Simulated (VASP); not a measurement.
# Tm (Fm-3m) in VASP: notebook

Runs on Tm. Level: PBEsol. Tasks: single point.

Program: VASP 6.6.1. These are calculated values, not measurements. Logs are shortened: lines on timing, memory, paths and dates and some standing lists are left out, and cuts for length are marked.

### 1 The structure

It takes space group Fm-3m (No. 225, cubic). The conventional cell has a = 4.936 Å, b = 4.936 Å, c = 4.936 Å, α = 90.00°, β = 90.00°, γ = 90.00°. Around Tm (site symmetry m-3m) lie 12 Tm at 3.49 Å.

This isn't the form of Tm at room conditions, which is hcp.

### 2 Single point, PBEsol, collinear spin, ferromagnetic start

INCAR

```
ADDGRID = False
ALGO = Normal
EDIFF = 0.001
ENCUT = 450
GGA = PS
ISIF = 2
ISMEAR = 1
ISPIN = 2
LASPH = True
LCHARG = False
LMAXMIX = 6
LORBIT = 11
LREAL = False
LWAVE = False
MAGMOM = 2
NBANDS = 22
NELM = 100
PREC = Accurate
SIGMA = 0.2
```

KPOINTS

```
k-points
0
Gamma
  7 7 7
```

POSCAR

```
Tm
1.0
    0.0000000000      2.4680255249      2.4680255249
    2.4680255249      0.0000000000      2.4680255249
    2.4680255249      2.4680255249      0.0000000000
Tm
1
Direct
    0.0000000000      0.0000000000      0.0000000000
```

Potentials or basis: VASP PAW PBE potentials, release 64 (Tm).

The run is started by

```sh
$ cat potpaw_PBE.64/Tm/POTCAR > POTCAR
$ mpirun -np 1 vasp_std > vasp.out
```

OUTCAR:

```text
EDIFF = 0.001
   ENCUT = 450
   GGA = PS
   ISIF = 2
   ISMEAR = 1
   ISPIN = 2
   LASPH = True
   LORBIT = 11
   LREAL = False
   NELM = 100
   PREC = Accurate

 Found     20 irreducible k-points:

 Following reciprocal coordinates:
            Coordinates               Weight
  0.000000  0.000000  0.000000      1.000000
  0.142857  0.000000  0.000000      8.000000
  0.285714  0.000000  0.000000      8.000000
  0.428571  0.000000  0.000000      8.000000
  0.142857  0.142857  0.000000      6.000000
  0.285714  0.142857  0.000000     24.000000
   k-points           NKPTS =     20   k-points in BZ     NKDIM =     20   number of bands    NBANDS=     22
   number of dos      NEDOS =    301   number of ions     NIONS =      1
   total plane-waves  NPLWV =  13824
   dimension x,y,z NGX =    24 NGY =   24 NGZ =   24
   dimension x,y,z NGXF=    48 NGYF=   48 NGZF=   48
   ions per type =               1
   NGX,Y,Z   is equivalent  to a cutoff of  11.43, 11.43, 11.43 a.u.
   NGXF,Y,Z  is equivalent  to a cutoff of  22.86, 22.86, 22.86 a.u.
 SYSTEM =  unknown system
   PREC   = accura    normal or accurate (medium, high low for compatibility)
   ISTART =      0    job   : 0-new  1-cont  2-samecut
   ICHARG =      2    charge: 1-file 2-atom 10-const
   ISPIN  =      2    spin polarized calculation?
   LNONCOLLINEAR =      F non collinear calculations
   LSORBIT =      F    spin-orbit coupling
   LASPH  =      T    aspherical Exc in radial PAW
   ENCUT  =  450.0 eV  33.07 Ry    5.75 a.u.   6.04  6.04  6.04*2*pi/ulx,y,z
   NELM   =    100;   NELMIN=  2; NELMDL= -5     # of ELM steps
   EDIFF  = 0.1E-02   stopping-criterion for ELM
   LREAL  =      F    real-space projection
   EDIFFG = 0.1E-01   stopping-criterion for IOM
   NSW    =      0    number of steps for IOM
   IBRION =     -1    ionic relax: 0-MD 1-quasi-New 2-CG
   NFREE  =      0    steps in history (QN), initial steepest desc. (CG)
   ISIF   =      2    stress and relaxation
   ISYM   =      2    0-nonsym 1-usesym 2-fastsym
   POTIM  = 0.5000    time-step for ionic-motion
   TEBEG  =    0.0;   TEEND  =   0.0 temperature during run
   PSTRESS=    0.0 pullay stress
   NELECT =      23.0000    total number of electrons
   NUPDOWN=      -1.0000    fix difference up-down
   EMIN   =  10.00;   EMAX   =-10.00  energy-range for DOS
   EFERMI =   0.00;   METHOD = LEGACY
   ISMEAR =     1;   SIGMA  =   0.20  broadening in eV -4-tet -1-fermi 0-gaus
   EFERMI_NEDOS =   21; number of points for ismear=-14 and -15
   IALGO  =     38    algorithm
   IMIX   =      4    mixing-type and parameters
     AMIX     =   0.40;   BMIX     =  1.00
     AMIX_MAG =   1.60;   BMIX_MAG =  1.00
  volume/ion in A,a.u.               =      30.07       202.90
  Fermi-wavevector in a.u.,A,eV,Ry     =   1.497239  2.829371 30.500515  2.241725
  Thomas-Fermi vector in A             =   2.609152
   LORBIT       =     11    0 simple, 1 ext, 2 COOP (PROOUT), +10 PAW based schemes
   GGA     = PS    functional components
   LHFCALC =     F    Hartree Fock is set to
   AEXX    =    0.0000 exact exchange contribution
   IVDW    =     0    specifies the selected vdW correction
   LEPSILON=     F    determine dielectric tensor
   LRPA    =     F    only Hartree local field effects (RPA)
 spin polarized calculation
 Methfessel and Paxton  Order N= 1 SIGMA  =   0.20
  energy-cutoff  :      450.00
  volume of cell :       30.07
 maximum number of plane-waves:       663
   NGX = 13   NGY = 13   NGZ = 13

 number of electron      23.0000007 magnetization       1.0854340

 Free energy of the ion-electron system (eV)
  ---------------------------------------------------
  ext. energy  EPLUGINS =         0.00000000
  ---------------------------------------------------
  free energy    TOTEN  =        -4.33315719 eV

  energy without entropy =       -4.31561909  energy(sigma->0) =       -4.32731116

 E-fermi :   2.1202     XC(G=0): -10.4219

 val. band max:        2.1188705569   @ k =  -0.4286   0.2857   0.0000
 cond. band min:       2.1207374452   @ k =  -0.4286   0.1429   0.0000
 fundamental gap:      0.0018668883
 Fermi energy:         2.1202451687

 spin component 1

 k-point     1 :       0.0000    0.0000    0.0000
  band No.  band energies     occupation
      1     -48.2158      1.00000
      2     -21.1265      1.00000
      3     -21.1265      1.00000
      4     -21.1265      1.00000
      5      -3.1446      1.00000
      6       0.5396      1.00000
[... 14 lines left out ...]
     21      15.8979      0.00000
     22      17.9745      0.00000

 k-point     2 :       0.1429    0.0000    0.0000
  band No.  band energies     occupation
      1     -48.2076      1.00000
      2     -21.2557      1.00000
      3     -21.1427      1.00000
      4     -21.1426      1.00000
      5      -2.5799      1.00000
      6       0.5513      1.00000
[... 14 lines left out ...]
     21      17.0589      0.00000
     22      20.2333      0.00000

 k-point     3 :       0.2857    0.0000    0.0000
  band No.  band energies     occupation
      1     -48.1890      1.00000
      2     -21.5334      1.00000
      3     -21.1788      1.00000
      4     -21.1788      1.00000
      5      -1.1821      1.00000
      6       0.5928      1.00000
[... 14 lines left out ...]
     21      19.2254      0.00000
     22      19.2255      0.00000

 k-point     4 :       0.4286    0.0000    0.0000
  band No.  band energies     occupation
      1     -48.1740      1.00000
      2     -21.7456      1.00000
      3     -21.2074      1.00000
      4     -21.2074      1.00000
      5       0.0563      1.00000
      6       0.6454      1.00000
[... 14 lines left out ...]
     21      16.6650      0.00000
     22      22.2645      0.00000

 k-point     5 :       0.1429    0.1429    0.0000
  band No.  band energies     occupation
      1     -48.2048      1.00000
      2     -21.2525      1.00000
      3     -21.1709      1.00000
      4     -21.1709      1.00000
      5      -2.3927      1.00000
      6       0.5550      1.00000
[... 14 lines left out ...]
     21      16.3532      0.00000
     22      21.7031      0.00000

 k-point     6 :       0.2857    0.1429    0.0000
  band No.  band energies     occupation
      1     -48.1897      1.00000
      2     -21.4570      1.00000
      3     -21.2143      1.00000
      4     -21.2077      1.00000
      5      -1.2541      1.00000
      6       0.5870      1.00000
[... 14 lines left out ...]
     21      17.3128      0.00000
     22      19.6273      0.00000

 [... further k-points ...]

 spin component 2

 k-point     1 :       0.0000    0.0000    0.0000
  band No.  band energies     occupation
      1     -47.6956      1.00000
      2     -20.7777      1.00000
      3     -20.7777      1.00000
      4     -20.7777      1.00000
      5      -3.3038      1.00000
      6       1.9043      1.03154
[... 14 lines left out ...]
     21      15.8317      0.00000
     22      17.8047      0.00000

 k-point     2 :       0.1429    0.0000    0.0000
  band No.  band energies     occupation
      1     -47.6869      1.00000
      2     -20.9148      1.00000
      3     -20.7947      1.00000
      4     -20.7947      1.00000
      5      -2.7329      1.00000
      6       1.8634      1.03495
[... 14 lines left out ...]
     21      17.0069      0.00000
     22      20.1139      0.00000

 k-point     3 :       0.2857    0.0000    0.0000
  band No.  band energies     occupation
      1     -47.6672      1.00000
      2     -21.2086      1.00000
      3     -20.8328      1.00000
      4     -20.8328      1.00000
      5      -1.3278      1.00000
      6       1.7937      1.02157
[... 14 lines left out ...]
     21      19.1938      0.00000
     22      19.1938      0.00000

 k-point     4 :       0.4286    0.0000    0.0000
  band No.  band energies     occupation
      1     -47.6513      1.00000
      2     -21.4323      1.00000
      3     -20.8629      1.00000
      4     -20.8628      1.00000
      5      -0.1007      1.00000
      6       1.7524      1.01296
[... 14 lines left out ...]
     21      16.5530      0.00000
     22      22.0599      0.00000

 k-point     5 :       0.1429    0.1429    0.0000
  band No.  band energies     occupation
      1     -47.6840      1.00000
      2     -20.9116      1.00000
      3     -20.8245      1.00000
      4     -20.8245      1.00000
      5      -2.5430      1.00000
      6       1.8653      1.03510
[... 14 lines left out ...]
     21      16.3068      0.00000
     22      21.5857      0.00000

 k-point     6 :       0.2857    0.1429    0.0000
  band No.  band energies     occupation
      1     -47.6680      1.00000
      2     -21.1280      1.00000
      3     -20.8702      1.00000
      4     -20.8635      1.00000
      5      -1.3940      1.00000
      6       1.8028      1.02366
[... 14 lines left out ...]
     21      17.2059      0.00000
     22      19.5872      0.00000

 [... further k-points ...]

------------------------ aborting loop because EDIFF is reached ----------------------------------------

  FORCE on cell =-STRESS in cart. coord.  units (eV):
  Direction    XX          YY          ZZ          XY          YZ          ZX
  --------------------------------------------------------------------------------------
  -------------------------------------------------------------------------------------
  Total        0.0684656      0.0684656      0.0684656      0.0000000     -0.0000000     -0.0000000
  in kB        3.6484156      3.6484156      3.6484156      0.0000000     -0.0000000     -0.0000000
  external PRESSURE =       3.6484156 kB  Pullay stress =       0.0000000 kB

 VOLUME and BASIS-vectors are now :
 -----------------------------------------------------------------------------
  energy-cutoff  :      450.00
  volume of cell :       30.07
      direct lattice vectors                 reciprocal lattice vectors
     0.000000000  2.468025525  2.468025525    -0.202591098  0.202591098  0.202591098
     2.468025525  0.000000000  2.468025525     0.202591098 -0.202591098  0.202591098
     2.468025525  2.468025525  0.000000000     0.202591098  0.202591098 -0.202591098

 POSITION                                       TOTAL-FORCE (eV/Angst)
 -----------------------------------------------------------------------------------
      0.00000      0.00000      0.00000         0.000000      0.000000      0.000000
 -----------------------------------------------------------------------------------
    total drift:                               -0.000000     -0.000000      0.000000

  FREE ENERGIE OF THE ION-ELECTRON SYSTEM (eV)
  ---------------------------------------------------
  free  energy   TOTEN  =        -4.3331571902 eV

  energy  without entropy=       -4.3156190932  energy(sigma->0) =       -4.32731116

 total charge

# of ion       s       p       d       f       tot
--------------------------------------------------
    1        2.224   5.932   0.414  12.500  21.069

 magnetization (x)

# of ion       s       p       d       f       tot
--------------------------------------------------
    1        0.002  -0.032  -0.060   1.282   1.193
```

Wall time 47 s (1 thread of Intel Xeon Platinum 8375C at 2.90GHz (Ice Lake), shared host); peak memory 0.16 GiB.

The run converged, but some of its settings lie outside the range that counts as converged, so its numbers aren't taken as properties of the crystal.

What came out:

```yaml
Free_energy: -4.3332 eV
Pressure: 0.4 GPa
Band_gap_on_the_k_mesh: none (metal or under the smearing width)
Net_moment: 1.09 μB per cell
Site_moments: Tm +1.19 μB
Valence_electrons_inside_the_program's_atomic_spheres: Tm 21.07
```

Caveat: the magnetic or orbital state may not be the lowest; the PAW data sets were made with another functional, which shifts forces and pressure a little; spin-orbit coupling is left out, which moves the levels of the heavy elements.

### 3 Single point, PBEsol, collinear spin, ferromagnetic start

Changes to INCAR since step 2:

```diff
@@ -2,3 +2,3 @@
 ALGO = Normal
-EDIFF = 0.001
+EDIFF = 1E-4
 ENCUT = 450
```

KPOINTS is that of step 2.

POSCAR is that of step 2.

Potentials or basis: VASP PAW PBE potentials, release 64 (Tm).

The run is started by

```sh
$ cat potpaw_PBE.64/Tm/POTCAR > POTCAR
$ mpirun -np 1 vasp_std > vasp.out
```

Wall time 56 s (1 thread of Intel Xeon Platinum 8375C at 2.90GHz (Ice Lake), shared host); peak memory 0.16 GiB.

These settings aren't checked as converged: the numbers below hold their error.

Results:

- Free energy: -4.3333 eV
- Pressure: 2.3 GPa
- Band gap on the k mesh: none (metal or under the smearing width)
- Net moment: 1.07 μB per cell
- Site moments: Tm +1.19 μB
- Valence electrons inside the program's atomic spheres: Tm 21.07

Caveat: the magnetic or orbital state may not be the lowest; the PAW data sets were made with another functional, which shifts forces and pressure a little; spin-orbit coupling is left out, which moves the levels of the heavy elements.

### 4 Single point, PBEsol, collinear spin, ferromagnetic start

Changes to INCAR since step 3:

```diff
@@ -2,3 +2,3 @@
 ALGO = Normal
-EDIFF = 1E-4
+EDIFF = 1E-5
 ENCUT = 450
```

KPOINTS is that of step 3.

POSCAR is that of step 3.

The run is started by

```sh
$ cat potpaw_PBE.64/Tm/POTCAR > POTCAR
$ mpirun -np 1 vasp_std > vasp.out
```

It took 67 s on 1 thread of Intel Xeon Platinum 8375C at 2.90GHz (Ice Lake), shared host; peak memory 0.16 GiB.

These settings aren't checked as converged: the numbers below hold their error.

What came out:

* Free energy: -4.3333 eV
* Pressure: 1.9 GPa
* Band gap on the k mesh: none (metal or under the smearing width)
* Net moment: 1.07 μB per cell
* Site moments: Tm +1.19 μB
* Valence electrons inside the program's atomic spheres: Tm 21.07

Caveat: the magnetic or orbital state may not be the lowest; the PAW data sets were made with another functional, which shifts forces and pressure a little; spin-orbit coupling is left out, which moves the levels of the heavy elements.

(Part 1 of 2 ends here.)
